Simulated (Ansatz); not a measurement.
Space group Im-3m (No. 229). a = 3.252 Å, b = 3.252 Å, c = 3.252 Å, α = 90.00°, β = 90.00°, γ = 90.00°
```tsv
atom	site	symmetry	x	y	z
Ti	2a	m-3m	0.0000	0.0000	0.0000
```

Equation of state of this Ti structure (not necessarily the ground state), with shape and atoms relaxed at each volume where symmetry leaves them free. It has no gap at any of these volumes. Theory: Ansatz, DFT r2SCAN, scalar-relativistic, plane waves, PAW.

Cutoff 500 eV; k points 18×18×18 on the computed 1-atom cell (Γ-centred); Gaussian smearing, width 0.10 eV; no spin polarisation.

| V (Å³/atom) | E − E(largest V) (meV/atom) | P (GPa) |
| --- | --- | --- |
| 16.161 | 2.62 | 7.66 |
| 16.677 | -15.19 | 3.57 |
| 17.192 | -20.54 | -0.01 |
| 17.708 | -15.01 | -3.15 |
| 18.224 | 0.00 | -5.88 |

Q: Fit a third-order Birch–Murnaghan equation to E(V).

A: V0 = 17.18 Å³/atom, B0 = 113 GPa, B0' = 3.6.

This bcc form isn't the element's structure at ambient conditions.